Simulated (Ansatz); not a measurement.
Ti (space group Fm-3m) relaxed with several functionals in Ansatz (plane waves to 420 eV, scalar-relativistic PAW, no spin-orbit coupling, symmetry kept). The database cell has 16.73 Å³/atom; its temperature or method isn't stated, so the comparison with it is no error of the functional. No moments.

```
functional conventional cell V (Å³/atom) against the database cell (%) gap on mesh (eV) largest moment (μB)
       PBE  a = 4.112 Å, b = 4.112 Å, c = 4.112 Å, α = 90.00°, β = 90.00°, γ = 90.00°        17.38                            3.9              0.00                 0.00
    PBEsol a = 4.056 Å, b = 4.056 Å, c = 4.056 Å, α = 90.00°, β = 90.00°, γ = 90.00°        16.68                           -0.3              0.00                 0.00
PBE+D3(BJ) a = 4.038 Å, b = 4.038 Å, c = 4.038 Å, α = 90.00°, β = 90.00°, γ = 90.00°        16.46                           -1.6              0.00                 0.00
```

This fcc form isn't the element's structure at ambient conditions.